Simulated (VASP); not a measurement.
Here is a VASP 6.6.1 calculation.

File INCAR:

```
PREC = Accurate ; ENCUT = 520
EDIFF = 1E-7 ; ISMEAR = -1
SIGMA = 0.05 ; LREAL = False
LASPH = True ; NELM = 60
ALGO = Normal ; ISIF = 2
LWAVE = False ; LCHARG = True
GGA = PS ; LVHAR = True
NBANDS = 27 ; KPAR = 2
```

Contents of KPOINTS:

```
Automatic mesh
0
Gamma
  7 7 7
```

POSCAR

```
KTaO3
1.0
    3.9883000000      0.0000000000      0.0000000000
    0.0000000000      3.9883000000      0.0000000000
    0.0000000000      0.0000000000      3.9883000000
Ta K O
1 1 3
Direct
   -0.0087940000      0.0063740000     -0.0131730000
    0.5086730000      0.4977750000      0.5225520000
   -0.0034950000      0.0010270000      0.4899110000
    0.0004730000      0.5042430000      0.0017690000
    0.4954080000      0.0073200000     -0.0041280000
```

Potentials or basis: VASP PAW PBE potentials, release 64 (Ta_pv, K_sv, O).

Run with:

```sh
$ cat potpaw_PBE.64/Ta_pv/POTCAR potpaw_PBE.64/K_sv/POTCAR potpaw_PBE.64/O/POTCAR > POTCAR
$ mpirun -np 2 vasp_std > vasp.out
```

Problem. Predict the largest force.

Solution. 0.576 eV/Å.

Problem. What does it give for the pressure?

Solution. 0.5 GPa.

Problem. Estimate the band gap on the k mesh.

Solution. 2.15 eV, indirect (least direct gap 2.72 eV).

Stress tensor (GPa, compression positive):
```
 0.56 -0.06  0.23
-0.06  0.45 -0.18
 0.23 -0.18  0.37
```

Caveat: the PAW data sets were made with another functional, which shifts forces and pressure a little; spin-orbit coupling is left out, which moves the levels of the heavy elements; an odd mesh through Γ misses points on the zone boundary, where band edges often lie.
